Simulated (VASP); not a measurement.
## PtSe2: single point with PBEsol+U

Crystal: PtSe2.

```xyz
3
Lattice="3.2802 -2.0108 0.0000 3.2802 2.0108 0.0000 -0.0032 0.0000 4.6258" Properties=species:S:1:pos:R:3 pbc="T T T"
Pt    0.0000    0.0000    0.0000
Se    4.5120    0.0000    1.3364
Se    2.0452    0.0000    3.2894
```

The cell was built by a generator and isn't the measured one.

| Quantity | Value |
| --- | --- |
| Program | VASP 6.6.1 |
| Task | single point |
| Functional | PBEsol |
| Potentials or basis | VASP PAW PBE potentials, release 64 (Pt, Se) |
| Cutoff | 520 eV |
| k mesh | 6 × 6 × 4 |
| Occupations | gaussian, width 0.05 eV |
| Spin | collinear spin, ferromagnetic start |
| Starting moments | [0.5, 0.0, 0.0] μB |
| Hubbard terms | Pt d U = 6 eV |
| Further INCAR settings | ALGO = Normal; EDIFF = 1e-06 |

```
Pressure                                              : -10.0 GPa
Largest force                                         : 1.041 eV/Å
Band gap on the k mesh                                : none (metal or under the smearing width)
Net moment                                            : 0.00 μB per cell
Valence electrons inside the program's atomic spheres : Pt 9.64; Se 3.68
```

Forces on the atoms (eV/Å):
```
Pt   0.000  0.000  0.000
Se  -0.424  0.000 -0.951
Se   0.424  0.000  0.951
```

Stress tensor (GPa, compression positive):
```
 -7.19   0.00  -4.47
  0.00 -15.83   0.00
 -4.47   0.00  -6.89
```

Levels at points of the mesh, in eV from the Fermi level:
Spin up:
| k point | band 9 | band 10 | band 11 | band 12 | band 13 | band 14 |
| --- | --- | --- | --- | --- | --- | --- |
| (0.00, 0.00, 0.00) | -0.94 | -0.20 | -0.10 | 0.78 | 1.00 | 3.92 |
| (0.50, 0.00, 0.00) | -3.27 | -2.91 | -2.37 | 0.02 | 2.66 | 5.72 |
| (0.50, 0.50, 0.00) | -3.61 | -2.77 | -2.18 | 1.01 | 2.26 | 5.05 |
| (0.00, 0.00, 0.50) | -2.12 | -2.01 | -1.45 | 2.08 | 2.34 | 5.50 |
| (0.50, 0.00, 0.50) | -3.35 | -1.69 | 0.00 | 0.16 | 1.81 | 5.04 |
| (0.50, 0.50, 0.50) | -3.26 | -1.84 | -1.33 | -0.48 | 1.11 | 6.10 |
Spin down:
| k point | band 8 | band 9 | band 10 | band 11 | band 12 | band 13 | band 14 | band 15 |
| --- | --- | --- | --- | --- | --- | --- | --- | --- |
| (0.00, 0.00, 0.00) | -2.79 | -0.94 | -0.20 | -0.10 | 0.78 | 1.00 | 3.92 | 4.03 |
| (0.50, 0.00, 0.00) | -3.52 | -3.27 | -2.91 | -2.37 | 0.02 | 2.66 | 5.72 | 7.03 |
| (0.50, 0.50, 0.00) | -3.93 | -3.61 | -2.77 | -2.18 | 1.01 | 2.26 | 5.05 | 6.09 |
| (0.00, 0.00, 0.50) | -2.41 | -2.12 | -2.01 | -1.45 | 2.08 | 2.34 | 5.50 | 6.76 |
| (0.50, 0.00, 0.50) | -3.55 | -3.35 | -1.69 | 0.00 | 0.16 | 1.81 | 5.04 | 5.08 |
| (0.50, 0.50, 0.50) | -4.05 | -3.26 | -1.84 | -1.33 | -0.48 | 1.11 | 6.10 | 6.23 |

Eigenvalues of the final occupation matrices:
```
    site  spin  trace               eigenvalues
site 1 d     1   4.31  0.71 0.79 0.94 0.94 0.94
site 1 d     2   4.31  0.71 0.79 0.94 0.94 0.94
```

It took 82 s on 1 thread of Intel(R) Xeon(R) Platinum 8375C CPU @ 2.90GHz (Ice Lake) (shared host), peak memory 0.25 GiB.

Caveat: the PAW data sets were made with another functional, which shifts forces and pressure a little. The state reached can hang on the start; a lower one may exist.
